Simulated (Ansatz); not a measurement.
Write the native input for Ansatz 0.2.0 that does the following.

| Property | Result |
| --- | --- |
| Task | band structure |
| Functional | PBEsol0 |
| Potentials or basis | Ansatz PAW |
| Cutoff | 420 eV (not typed: the program's choice for these potentials) |
| k mesh | 4 × 4 × 2 |
| Occupations | fermi-dirac, width 0.05 eV |
| Spin | no spin polarisation |
| Path | [["G", "M", "K", "G", "A", "L", "H", "A"], ["L", "M"], ["K", "H"]] |
| Points for each segment of the path | 4 |

The system is CdSe (Cadmoselite).

```
Cd Se
1.0
     4.30000    0.00000    0.00000
    -2.15000    3.72391    0.00000
     0.00000    0.00000    7.02000
Cd Se
2 2
Direct
  0.66667 0.33333 0.50000
  0.33333 0.66667 0.00000
  0.66667 0.33333 0.88500
  0.33333 0.66667 0.38500
```

The input as run:

input.yaml

```yaml
crystal:
  lattice:
    - [4.3, 0.0, 0.0]
    - [-2.15, 3.7239092363, 0.0]
    - [0.0, 0.0, 7.02]
  atoms:
    - { symbol: Cd, position: [0.6666666667, 0.3333333333, 0.5] }
    - { symbol: Cd, position: [0.3333333333, 0.6666666667, 0.0] }
    - { symbol: Se, position: [0.6666666667, 0.3333333333, 0.885] }
    - { symbol: Se, position: [0.3333333333, 0.6666666667, 0.385] }
hamiltonian:
  xc: { exchange: pbesol, correlation: pbesol, exx: { coeff: 0.25 } }
  pseudopotentials: { kind: paw }
kpoints:
  mp_grid: { grid: [4, 4, 2] }
  band_path:
    path:
      - [[0.0, 0.0, 0.0], [0.5, 0.0, 0.0], [0.3333333333, 0.3333333333, 0.0], [0.0, 0.0, 0.0], [0.0, 0.0, 0.5], [0.5, 0.0, 0.5], [0.3333333333, 0.3333333333, 0.5], [0.0, 0.0, 0.5]]
      - [[0.5, 0.0, 0.5], [0.5, 0.0, 0.0]]
      - [[0.3333333333, 0.3333333333, 0.0], [0.3333333333, 0.3333333333, 0.5]]
    npoints: 4
scf:
  occupations: { method: fermi_dirac, width: 0.05 }
  n_extra_bands: 10
output:
  forces: true
  stress: true
  eigenvalues: true
  fatbands: false
  write_density: true
  write_potential: true
  elf: true
  volumetric_format: npy
```

Potentials or basis: Ansatz PAW.

The run is started by

```console
$ ansatz run input.yaml --threads 2 --pin off --max-ram 5632MiB --backend cpu --events-out ev --progress --plain --runs-dir out
```

Results of the run:

The pressure is -0.3 GPa and the largest force is 0.281 eV/Å. The band gap on the k mesh is 2.17 eV, direct and the band gap along the path is 2.17 eV, direct.

Caveat: the k mesh is coarse (spacing up to 0.45 Å⁻¹), so the values aren't converged, least of all with exact exchange; the PAW data sets come from PBE, with cores solved anew for the run's functional, which leaves a small shift of forces and pressure; the thresholds are loose for stress.

It took 9.3 min on 2 threads of Intel(R) Xeon(R) Processor @ 2.50GHz (Skylake/Cascade Lake), with other jobs on the host, peak memory 1.2 GiB.
